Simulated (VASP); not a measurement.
Crystal: Si2Mo.

```
Mo Si
1.0
     4.58547    0.00000    0.00000
    -2.29274    3.97113    0.00000
     0.00000    0.00000    6.57976
Mo Si
3 6
Direct
  0.50000 0.50000 0.83333
  0.00000 0.50000 0.16667
  0.50000 0.00000 0.50000
  0.16387 0.32775 0.50000
  0.67225 0.83613 0.16667
  0.83613 0.16387 0.83333
  0.83613 0.67225 0.50000
  0.32775 0.16387 0.16667
  0.16387 0.83613 0.83333
```

Measurements of this composition are mostly on another form, of space group No. 139.

| Quantity | Value |
| --- | --- |
| Program | VASP 6.6.1 |
| Task | relaxation of cell and atoms |
| Functional | PBE |
| Potentials or basis | VASP PAW PBE potentials, release 64 (Mo_sv, Si) |
| Cutoff | 600 eV |
| k mesh | 5 × 5 × 3 |
| Occupations | fermi-dirac, width 0.05 eV |
| Spin | no spin polarisation |

At the start: pressure 3.6 GPa; volume 13.31 Å³/atom.

Problem. Where does the relaxation end?

Solution. Over 16 steps the energy falls by 2.5 meV/atom and the volume is 13.54 Å³/atom (+1.7 %); space group P6_222 (No. 180, to 0.05 Å).

Step by step:
```tsv
step	energy change (eV)	largest force (eV/Å)	pressure (GPa)	volume (Å³)
1	0.0000	0.0118	3.63	119.81
2	0.0314	0.0187	-5.07	125.12
3	-0.0226	0.0136	-0.05	121.84
4	-0.0226	0.0138	0.05	121.80
5	-0.0229	0.0024	0.09	121.81
6	-0.0229	0.0007	0.09	121.81
7	-0.0229	0.0015	0.09	121.81
8	-0.0229	0.0018	0.09	121.81
9	-0.0229	0.0021	0.09	121.81
10	-0.0229	0.0001	-0.12	121.93
11	-0.0229	0.0014	0.02	121.86
12	-0.0229	0.0011	-0.01	121.87
13	-0.0229	0.0012	-0.01	121.87
14	-0.0229	0.0013	-0.01	121.86
15	-0.0229	0.0013	0.00	121.86
16	-0.0229	0.0004	0.00	121.86
```

Final structure:
```yaml
crystal:
  lattice:
    - [4.61506, 0.00000, 0.00000]
    - [-2.30753, 3.99676, 0.00000]
    - [0.00000, 0.00000, 6.60667]
  atoms:
    - { symbol: Mo, position: [0.50000, 0.50000, 0.83333] }
    - { symbol: Mo, position: [0.00000, 0.50000, 0.16667] }
    - { symbol: Mo, position: [0.50000, 0.00000, 0.50000] }
    - { symbol: Si, position: [0.16399, 0.32798, 0.50000] }
    - { symbol: Si, position: [0.67202, 0.83601, 0.16667] }
    - { symbol: Si, position: [0.83601, 0.16399, 0.83333] }
    - { symbol: Si, position: [0.83601, 0.67202, 0.50000] }
    - { symbol: Si, position: [0.32798, 0.16399, 0.16667] }
    - { symbol: Si, position: [0.16399, 0.83601, 0.83333] }
```
